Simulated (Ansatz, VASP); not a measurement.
Given: the input of a run of VASP 6.6.1 on W.

Contents of INCAR:

```
SYSTEM = W
  PREC = Accurate
  ENCUT = 520
  EDIFF = 1E-7
  ISMEAR = -1
  SIGMA = 0.05
  LREAL = .False.
  LASPH = .True.
  NELM = 80
  ALGO = Normal
  ISIF = 2
  LWAVE = .False.
  LCHARG = .False.
  GGA = PE
  NBANDS = 13
```

KPOINTS

```
Automatic mesh
0
Gamma
  11 11 11
  0 0 0
```

Contents of POSCAR:

```
W
1.0
    0.0000000000      2.0698140295      2.0698140295
    2.0698140295      0.0000000000      2.0698140295
    2.0698140295      2.0698140295      0.0000000000
W
1
Direct
    0.0000000000      0.0000000000      0.0000000000
```

Potentials or basis: VASP PAW PBE potentials, release 64 (W_sv).

The run is started by

```bash
$ cat potpaw_PBE.64/W_sv/POTCAR > POTCAR
$ mpirun -np 1 vasp_std > vasp.out
```

Question: Translate it to Ansatz 0.2.0. Potentials there: all-electron LAPW, scalar-relativistic.

Answer: As run (the cutoff follows the program's own potentials):

File input.yaml:

```yaml
crystal:
  lattice:
    - [0.0, 2.0698140295, 2.0698140295]
    - [2.0698140295, 0.0, 2.0698140295]
    - [2.0698140295, 2.0698140295, 0.0]
  atoms:
    - { symbol: W, position: [0.0, 0.0, 0.0] }
kpoints:
  mp_grid: { grid: [11, 11, 11] }
scf:
  occupations: { method: fermi_dirac, width: 0.05 }
hamiltonian:
  xc: pbe
  pseudopotentials: { kind: all_electron, lapw: { basis_error: 0.0005 } }
output:
  forces: true
  stress: true
  eigenvalues: true
```

Potentials or basis: all-electron LAPW, scalar-relativistic.

Run with:

```console
$ ansatz run input.yaml --threads 1 --pin off --max-ram 2560MiB --backend cpu --events-out ev --progress --plain --runs-dir out
```

Both were run:

|  | VASP | Ansatz | Ansatz less VASP |
| --- | --- | --- | --- |
| gap on the k mesh at the Fermi level (eV) | none | none | - |
| pressure (GPa) | -18.4 | -18.5 | -0.13 |

A gap of «none» marks a metal or a gap that the smearing closes. Ansatz ran all-electron here, so the differences hold the error of VASP's frozen core and of both bases.

Caveats: so large a pressure means that the cell lies far from this level's equilibrium, or that cutoff or potentials fall short (VASP). The runs have no spin-orbit coupling, so splittings on W are missing.
